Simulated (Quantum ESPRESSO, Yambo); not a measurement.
An input for Yambo 5.3.0 (AlAs (F-43m)):

```
optics
chi
dipoles
Chimod= "HARTREE"
% QpntsRXd
 1 | 4 |
%
% BndsRnXd
 1 | 51 |
%
NGsBlkXd= 3 Ry
% EnRngeXd
 0 | 30 | eV
%
% DmRngeXd
 0.2 | 0.2 | eV
%
ETStpsXd= 301
% LongDrXd
 1 | 0 | 0 |
%
```

```sh
OMP_NUM_THREADS=1 mpirun -n 4 yambo -F optics1.in -J optics1 -C optics1 > optics1.log
```

The stored states that it reads are on a 6×6×6 mesh. It takes space group F-43m (No. 216, cubic). Conventional cell: a = 5.661 Å, b = 5.661 Å, c = 5.661 Å, α = 90.00°, β = 90.00°, γ = 90.00°. Al has 4 As at 2.45 Å nearest. As has 4 Al at 2.45 Å nearest. Farther neighbours are not listed.

How long will it take on 4 MPI ranks of Arm Neoverse V1, shared host, and how much memory?

It took 37 s; on shared hardware allow 19 s to 74 s. Peak host memory was 1.4 GiB.

[Paths, hosts, dates, memory and timing lines, banners, echoed tables and standing remarks are left out of the program output.]

[Logs are printed without paths, hosts, clocks, repeated set-up lines and the standing remarks that a program may print on its own settings, such as how far it seeks lower states.]

[Runs of the session that timed out or met a known fault of the program may be left out.]

[Hosts, paths, dates, database ids (printed as entryN), source tags and the programs' standing remarks are cut or masked in the printed files.]
